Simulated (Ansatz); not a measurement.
HfN:

```xyz
4
Lattice="3.1339 0.0000 0.0000 -1.5670 2.7140 0.0000 0.0000 0.0000 5.4168" Properties=species:S:1:pos:R:3 pbc="T T T"
Hf    0.0000    1.8094    1.3542
Hf    1.5670    0.9047    4.0626
N     0.0000    0.0000    2.7084
N     0.0000    0.0000    0.0000
```

The cell comes from a database or a generator and needn't be the stable form of this composition.

A run of Ansatz 0.2.0 on this cell left the log below. Logs are shortened: lines on timing, memory, paths and dates and some standing lists are left out, and cuts for length are marked.

```text
Warning: output.stress: scf.convergence.dr2_threshold = 1e-7 eV (the SCF's general default) is looser than the 4e-10 eV advised for a printed stress (1e-10 eV for each atom of the cell: 4). What an SCF threshold leaves in a stress goes as its square root, and in the free energy as the threshold itself, and one threshold admits the most on a small cell: of the crystals measured, under no hybrid functional and no lock of the moments, on runs that ended without the residual-converged pass, on stresses that held no estimate of that error, the worst erred by over 100 MPa in a component at 1e-7 eV an atom and by under 5 at 1e-10. Set scf.convergence.dr2_threshold to 4e-10 eV or tighter. The threshold is an SCF's pass mark: one that does not reach it within its budget of iterations ends unconverged, or closes short of it on a stop that the run arms, and scf.convergence.dr2_threshold's page says what that costs each kind of run
Warning: output.stress: scf.exx.energy_threshold = 1e-6 eV is looser than the 4e-8 eV advised for a stress under a hybrid functional (1e-8 eV for each atom of the cell: 4). Every SCF of the exchange loop can meet its threshold on dr2 while the loop round them stops early: no threshold on dr2 bounds what that leaves in the stress. Set scf.exx.energy_threshold to 4e-8 eV or tighter. The threshold is the loop's pass mark: a loop that does not reach it within its budget of cycles ends unconverged, and scf.exx.energy_threshold's page has the law
GPUs: using 1 of 1 available (devices: 1).
Engine: ansatz 0.2.0, x86_64-unknown-linux-gnu
Pseudopotentials: kind: paw
Pseudopotential: Hf, paw, valence charge 26, recommended cutoff 420 eV (normal), Hf.paw.azcp
Pseudopotential: N, paw, valence charge 5, recommended cutoff 420 eV (normal), N.paw.azcp
Functional definition: PBE0
  parameter a = 0.25
  parameter kappa = 0.804
  parameter beta = 0.06672455060314922
  exchange = (1 - a)*pbe_x(kappa = kappa, mu = beta*pi^2/3) + a*exact_x
  correlation = pbe_c(beta = beta)
device memory: the entry about to start is reckoned to put 0.9 GiB on a device that reports 43.1 GiB free (of which the cap on the GPU budget leaves the run 18.0 GiB)
GPU FFT provider: cuFFT
GPU libraries: cuBLAS 13.8.2, cuFFT 12.4.0, cuSOLVER 12.3.4
Crystal: 4 atoms, lattice volume = 46.073 Å³
Basis set: ecut = 420 eV, 895 PW (Γ), exchange–correlation on 48×48×80 points (8 copies of the dense FFT grid, shifted against one another)
Bands: 38, of which v1, the nominal top of the filled ones, is band 31 counted from 1 (30 counted from 0)
Symmetry: 24 space group operations
Space group: P63/mmc (ITA 194), of the structure as read, at distance tolerance 3.6e-5 Å
[... 106 lines left out ...]
  E_aug_tail   = 0.000192  (compensation charges beyond the density's cutoff)
  E_ewald      = -11145.426019
  E_core_change = 2.181508  (= ΣΔE_core)
  E_smearing   = -0.011447  (= −TS)
  E_closure    = 0.000003  (closes the sum)
  Σ components = -32213.285576   (vs F -32213.285576, Δ=3.64e-12)
--- Forces (eV/Å), atoms counted from 1 ---
  atom   1  Hf     0.00000000     0.00000000     0.00000000
  atom   2  Hf    -0.00000000    -0.00000000     0.00000000
  atom   3  N     -0.00000000    -0.00000000     0.00000000
  atom   4  N     -0.00000000     0.00000000    -0.00000000
  max |Σ_I F_I| component: 1.85e-17 eV/Å
--- Stress (GPa, compression-positive) ---
        1.728376       0.000000       0.000000
        0.000000       1.728376       0.000000
        0.000000       0.000000       1.713461
  P = ⅓ Tr σ = 1.7234 GPa (17.234 kbar)
--- Band table (eV; the first three rows and the last of 21) ---
  k-point 0: bands = ["-42.8847", "-42.8274", "-10.9718", "-9.9713", "-9.8704", "-9.8704", "-9.8141", "-9.8141", "3.5990", "6.5487", "7.2116", "7.2188", "7.2248", "7.2248", "7.2719", "7.2719", "7.2778", "7.2778", "7.2820", "7.2983", "7.2983", "7.3428", "7.3431", "7.5727", "13.1284", "17.4436", "17.4436", "18.7848", "18.7848", "20.7452", "23.1025", "24.8100", "24.8100", "25.2911", "26.0593", "26.2099", "26.2099", "30.3668"]
  k-point 1: bands = ["-42.8764", "-42.8359", "-10.8379", "-10.1326", "-9.8620", "-9.8620", "-9.8225", "-9.8225", "3.9802", "6.0639", "7.2199", "7.2253", "7.2253", "7.2311", "7.2552", "7.2552", "7.2859", "7.2878", "7.2878", "7.3058", "7.3058", "7.3429", "7.3430", "7.4206", "14.0260", "17.5357", "17.5357", "18.4360", "18.4360", "18.7367", "24.8279", "25.6313", "25.6313", "25.9879", "26.2023", "26.8023", "26.8023", "29.5680"]
  k-point 2: bands = ["-42.8561", "-42.8561", "-10.4978", "-10.4978", "-9.8420", "-9.8420", "-9.8420", "-9.8420", "4.9580", "4.9580", "7.2345", "7.2345", "7.2345", "7.2345", "7.2365", "7.2365", "7.3032", "7.3032", "7.3032", "7.3032", "7.3107", "7.3107", "7.3429", "7.3429", "16.1230", "16.1230", "17.8722", "17.8722", "17.8722", "17.8722", "26.1473", "26.1473", "27.2826", "27.2826", "27.3323", "27.3323", "27.3323", "27.3323"]
  k-point 20: bands = ["-42.7879", "-42.7879", "-10.6049", "-10.6049", "-10.5669", "-10.5669", "-10.0574", "-10.0574", "5.7480", "5.7480", "7.2586", "7.2586", "7.2601", "7.2601", "7.2686", "7.2686", "7.2792", "7.2792", "7.2814", "7.2814", "7.3142", "7.3142", "7.4571", "7.4571", "14.7226", "14.7226", "17.0990", "17.0990", "17.7357", "17.7357", "24.4327", "24.4327", "27.3803", "27.3803", "30.5744", "30.5744", "30.8795", "30.8795"]
```

Q: What input gives this log?

A: Single point with PBE0, no spin polarisation. The files as run (others can give the same):

input
```
crystal:
  lattice:
    - [3.1339080219, 0.0, 0.0]
    - [-1.566954011, 2.7140439601, 0.0]
    - [0.0, 0.0, 5.41676772]
  atoms:
    - { symbol: Hf, position: [0.3333333333, 0.6666666667, 0.25] }
    - { symbol: Hf, position: [0.6666666667, 0.3333333333, 0.75] }
    - { symbol: "N", position: [0.0, 0.0, 0.5] }
    - { symbol: "N", position: [0.0, 0.0, 0.0] }
hamiltonian:
  xc: pbe0
  pseudopotentials: { kind: paw }
kpoints:
  mp_grid: { grid: [6, 6, 4] }
scf:
  occupations: { method: fermi_dirac, width: 0.05 }
output:
  forces: true
  stress: true
  eigenvalues: true
```

Caveat: the k mesh is coarse (spacing up to 0.39 Å⁻¹), so the values aren't converged, least of all with exact exchange; the pressure holds a Pulay correction of +0.4 GPa for the finite cutoff; the PAW data sets come from PBE, with cores solved anew for the run's functional, which leaves a small shift of forces and pressure; the thresholds are loose for stress.
